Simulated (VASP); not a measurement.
A run of VASP 6.6.1:

File POSCAR:

```
Pt
1.0
    0.0000000000      2.6240086575      2.6240086575
    2.6240086575      0.0000000000      2.6240086575
    2.6240086575      2.6240086575      0.0000000000
Pt
2
Direct
    0.5000000000      0.5000000000      0.5000000000
    0.7500000000      0.7500000000      0.7500000000
```

INCAR.step1

```
SYSTEM = Pt
  PREC = Accurate
  ENCUT = 520
  ISMEAR = 0
  SIGMA = 0.1
  LREAL = .False.
  LASPH = .True.
  NELM = 100
  NBANDS = 17
  GGA = PE
  ALGO = Normal
  EDIFF = 1E-4
  LWAVE = .True.
  LCHARG = .False.
```

The input INCAR.step2:

```
SYSTEM = Pt
  PREC = Accurate
  ENCUT = 520
  EDIFF = 1E-7
  ISMEAR = 0
  SIGMA = 0.1
  LREAL = .False.
  LASPH = .True.
  NELM = 100
  ALGO = Normal
  ISIF = 2
  LWAVE = .False.
  LCHARG = .False.
  METAGGA = R2SCAN
  LMIXTAU = .True.
  NBANDS = 17
  ISTART = 1
```

The input KPOINTS:

```
regular mesh
0
Gamma
  6 6 6
  0 0 0
```

Potentials or basis: VASP PAW PBE potentials, release 64 (Pt).

Launch:

```sh
$ cat potpaw_PBE.64/Pt/POTCAR > POTCAR
$ cp INCAR.step1 INCAR
$ mpirun -np 1 vasp_std > vasp.out
$ cp INCAR.step2 INCAR
$ mpirun -np 1 vasp_std > vasp.out
```

Hardware: 1 thread of Intel(R) Xeon(R) Platinum 8488C (Sapphire Rapids), on a shared host.

Q: Estimate the wall time of this run.

A: Run time: 33 s on 1 thread of Intel(R) Xeon(R) Platinum 8488C (Sapphire Rapids), with other jobs on the host, peak memory 0.16 GiB. Counts: scf iterations 10, k points 16.
